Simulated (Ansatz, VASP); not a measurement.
**One calculation of KBr, two programs**

The input INCAR:

```
ALGO = Fast
EDIFF = 1E-6
ENCUT = 520
GGA = PE
ISIF = 2
ISMEAR = -1
LASPH = T
LCHARG = T
LELF = T
LREAL = F
LVHAR = T
LWAVE = F
NBANDS = 15
NELM = 100
PREC = Accurate
SIGMA = 0.02
```

Contents of KPOINTS:

```
k-points
0
Gamma
  6 6 6
```

File POSCAR:

```
KBr
1.0
    3.9763212626     -0.0902624927      0.0000000000
   -0.0902624927      3.9763212626      0.0000000000
    0.0000000000      0.0000000000      3.9763212626
K Br
1 1
Direct
    0.0000000000      0.0000000000      0.0000000000
    0.5000000000      0.5000000000      0.5000000000
```

Input for Ansatz:

```yaml
crystal:
  lattice:
    - [3.9763212626, -0.0902624927, 0.0]
    - [-0.0902624927, 3.9763212626, 0.0]
    - [0.0, 0.0, 3.9763212626]
  atoms:
    - { symbol: K, position: [0.0, 0.0, 0.0] }
    - { symbol: Br, position: [0.5, 0.5, 0.5] }
kpoints:
  mp_grid: { grid: [6, 6, 6] }
  band_path:
    path: [[0.0, 0.0, 0.0], [0.0, 0.5, 0.0], [0.5, 0.5, 0.0], [0.5, 0.5, 0.5]]
    npoints: 1
hamiltonian:
  xc: pbe
scf:
  occupations: { method: fermi_dirac, width: 0.02 }
  n_extra_bands: 4
output:
  forces: true
  stress: true
  eigenvalues: true
  write_density: true
  write_potential: true
  elf: true
  volumetric_format: npy
```

Change from the starting cell: shear_xy strain -4.5%.

Alike in both runs: task single point; functional PBE; k mesh 6 × 6 × 6; occupations fermi-dirac, width 0.02 eV; no spin polarisation.

|  | VASP | Ansatz |
| --- | --- | --- |
| version | VASP 6.6.1 | Ansatz 0.2.0 |
| potentials or method | VASP PAW PBE potentials, release 64 (K_sv, Br) | plane waves, PAW |
| plane-wave cutoff (eV) | 520 | 420 |
| valence electrons in the cell | 16 | 16 |

|  | VASP | Ansatz | Ansatz less VASP |
| --- | --- | --- | --- |
| gap on the k mesh at the Fermi level (eV) | 4.03 | 4.03 | +0.001 |
| pressure (GPa) | 0.9 | 0.9 | -0.03 |
| largest component of the traceless stress (GPa) | 0.25 | 0.25 | -0.007 |

A k mesh can miss the band edges.
